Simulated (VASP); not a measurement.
Write the native input for VASP 6.6.1 that does the following.

```yaml
Task: single point
Functional: HSE06
Potentials_or_basis: VASP PAW PBE potentials, release 64 (Mg, O)
Cutoff: 520 eV
k_mesh: 6 × 6 × 6
Occupations: gaussian, width 0.01 eV
Spin: no spin polarisation
Dipole_correction: no
Exchange_at_q_=_0: truncated
Grid_for_exact_exchange_PRECFOCK: Normal
Screening_parameter: 0.2079 1/A
Further_INCAR_settings: ALGO = Normal; EDIFF = 1e-06; NBANDS = 11
```

MgO:

```
CELL_PARAMETERS angstrom
2.62335 0.05824 0.00000
0.05824 2.62335 0.00000
0.00000 0.00000 2.62335
ATOMIC_POSITIONS crystal
Mg 0.00000 0.00000 0.00000
O 0.50000 0.50000 0.50000
```

The cell was built by a generator and needn't be a form met in nature.

The cell isn't the ideal one: shear_xy strain +4.4%.

These files were run (other wordings do the same):

POSCAR

```
MgO
1.0
    2.6233491278      0.0582383506      0.0000000000
    0.0582383506      2.6233491278      0.0000000000
    0.0000000000      0.0000000000      2.6233491278
Mg O
1 1
Direct
    0.0000000000      0.0000000000      0.0000000000
    0.5000000000      0.5000000000      0.5000000000
```

INCAR.step1

```
PREC     = Accurate       # precision mode
ENCUT    = 520            # plane-wave cutoff, eV
EDIFF    = 1E-5           # SCF threshold, eV
ISMEAR   = 0              # smearing method
SIGMA    = 0.01           # smearing width, eV
LREAL    = F              # projectors in reciprocal space
LASPH    = T              # aspherical terms in the spheres
NELM     = 100            # most SCF steps
ALGO     = Normal         # electronic algorithm
ISIF     = 2              # what is computed and relaxed
LWAVE    = T              # write WAVECAR
LCHARG   = F              # write CHGCAR
NBANDS   = 11             # bands
GGA      = PE             # functional
```

INCAR.step2

```
PREC     = Accurate       # precision mode
ENCUT    = 520            # plane-wave cutoff, eV
EDIFF    = 1E-6           # SCF threshold, eV
ISMEAR   = 0              # smearing method
SIGMA    = 0.01           # smearing width, eV
LREAL    = F              # projectors in reciprocal space
LASPH    = T              # aspherical terms in the spheres
NELM     = 100            # most SCF steps
ALGO     = Normal         # electronic algorithm
ISIF     = 2              # what is computed and relaxed
LWAVE    = F              # write WAVECAR
LCHARG   = F              # write CHGCAR
GGA      = PE             # functional
LHFCALC  = T              # exact exchange
HFSCREEN = 0.2079         # screening, 1/A
PRECFOCK = Normal       
NBANDS   = 11             # bands
ISTART   = 1
```

KPOINTS

```
Automatic mesh
0
Gamma
  6 6 6
```

Potentials or basis: VASP PAW PBE potentials, release 64 (Mg, O).

Command:

```bash
$ cat potpaw_PBE.64/Mg/POTCAR potpaw_PBE.64/O/POTCAR > POTCAR
$ cp INCAR.step1 INCAR
$ mpirun -np 1 vasp_std > vasp.out
$ cp INCAR.step2 INCAR
$ mpirun -np 1 vasp_std > vasp.out
```

Results of the run:

The pressure is -1.0 GPa and the band gap on the k mesh is 4.15 eV, indirect (least direct gap 5.12 eV).

Caveat: the PAW data sets were made with another functional, which shifts forces and pressure a little.

Wall time 6.3 min on 1 thread of Intel(R) Xeon(R) 6975P-C (Granite Rapids), with other jobs on the host, peak memory 0.24 GiB.
